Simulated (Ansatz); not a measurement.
# Structure relaxation of V2O3

The calculation used DFT r2SCAN, scalar-relativistic, plane waves, PAW (Ansatz). Cutoff 500 eV, Γ-centred k mesh, Gaussian smearing, collinear spin, first started from parallel moments.

The start is a database structure of V2O3, space group R-3c (No. 167).

```yaml
crystal:
  lattice:
    - [2.47091, 1.42658, 4.66343]
    - [-2.47091, 1.42658, 4.66343]
    - [0.00000, -2.85316, 4.66343]
  atoms:
    - { symbol: V, position: [0.35000, 0.35000, 0.35000] }
    - { symbol: V, position: [0.15000, 0.15000, 0.15000] }
    - { symbol: V, position: [0.65000, 0.65000, 0.65000] }
    - { symbol: V, position: [0.85000, 0.85000, 0.85000] }
    - { symbol: O, position: [0.95000, 0.25000, 0.55000] }
    - { symbol: O, position: [0.55000, 0.95000, 0.25000] }
    - { symbol: O, position: [0.25000, 0.55000, 0.95000] }
    - { symbol: O, position: [0.05000, 0.75000, 0.45000] }
    - { symbol: O, position: [0.45000, 0.05000, 0.75000] }
    - { symbol: O, position: [0.75000, 0.45000, 0.05000] }
```

Steps on the 6×6×6 mesh (10 atoms). 4 of 5 steps are shown, and the free energy counts from the last. Trial steps that were taken back and renewals of the plane-wave basis can be among the rows.

```tsv
step	ΔF (meV/atom)	V (Å³/atom)	P (GPa)	largest force component (eV/Å)
1	18.4	9.86	5.01	0.852
2	1.4	9.98	0.81	0.111
3	0.3	10.01	-0.08	0.072
5	0.0	10.00	0.13	0.015
```

A final relaxation ran on a 12×12×12 mesh. The relaxed crystal, R-3c (No. 167):

```cif
data_structure
_symmetry_space_group_name_H-M 'R-3c:H'
_symmetry_Int_Tables_number 167
_cell_length_a 4.9732
_cell_length_b 4.9732
_cell_length_c 14.0130
_cell_angle_alpha 90.000
_cell_angle_beta 90.000
_cell_angle_gamma 120.000
_cell_volume 300.15
loop_
_atom_site_label
_atom_site_type_symbol
_atom_site_symmetry_multiplicity
_atom_site_Wyckoff_symbol
_atom_site_fract_x
_atom_site_fract_y
_atom_site_fract_z
_atom_site_occupancy
V1 V 12 c 0.66667 0.33333 0.18080 1
O1 O 18 e 0.02166 0.35499 0.41667 1
```

```json
{
  "Volume per atom": "10.00 Å³",
  "Density": "4.98 g/cm³",
  "Energy over the elements": "-2.64 eV/atom",
  "Gap on the 12×12×12 mesh": "0 eV (a metal)",
  "Net moment per atom": "0.80 μB",
  "Largest site moment": "1.54 μB"
}
```

Formation energies are uncorrected and refer to the elements' standard structures at the same level (O₂ as a molecule).

The final run used a 12×12×12 mesh on its 10-atom cell and 0.10 eV smearing. The k mesh leaves about 4 meV/atom of noise in metals. The magnetic state reached may not be the lowest.

A structure relaxed within its symmetry needn't be a true minimum.

Cost: 3 runs of about 30 core-minutes in all, on Arm Neoverse V2 (shared hosts).